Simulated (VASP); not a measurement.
A run of VASP 6.6.1:

INCAR

```
PREC = Accurate
ENCUT = 600
EDIFF = 1E-6
ISMEAR = 0
SIGMA = 0.03
LREAL = F
LASPH = T
NELM = 80
ALGO = Normal
ISIF = 3
LWAVE = F
LCHARG = F
GGA = PS
IBRION = 2
NSW = 90
EDIFFG = -0.01
KPAR = 4
```

File KPOINTS:

```
Automatic mesh
0
Gamma
  8 8 8
```

Contents of POSCAR:

```
TePb
1.0
    0.0000000000      3.2310000000      3.2310000000
    3.2310000000      0.0000000000      3.2310000000
    3.2310000000      3.2310000000      0.0000000000
Te Pb
1 1
Direct
    0.5000000000      0.5000000000      0.5000000000
    0.0000000000      0.0000000000      0.0000000000
```

Potentials or basis: VASP PAW PBE potentials, release 64 (Te, Pb_d).

Command:

```bash
$ cat potpaw_PBE.64/Te/POTCAR potpaw_PBE.64/Pb_d/POTCAR > POTCAR
$ mpirun -np 4 vasp_std > vasp.out
```

Hardware: 4 MPI ranks on Intel(R) Xeon(R) Platinum 8559C (Emerald Rapids) (shared host).

How long does it take, and how much memory?

It took 26 s on 4 MPI ranks on Intel(R) Xeon(R) Platinum 8559C (Emerald Rapids), on a shared host, peak memory 0.25 GiB a rank. Counts: scf iterations 24, k points 29, ion steps 3.
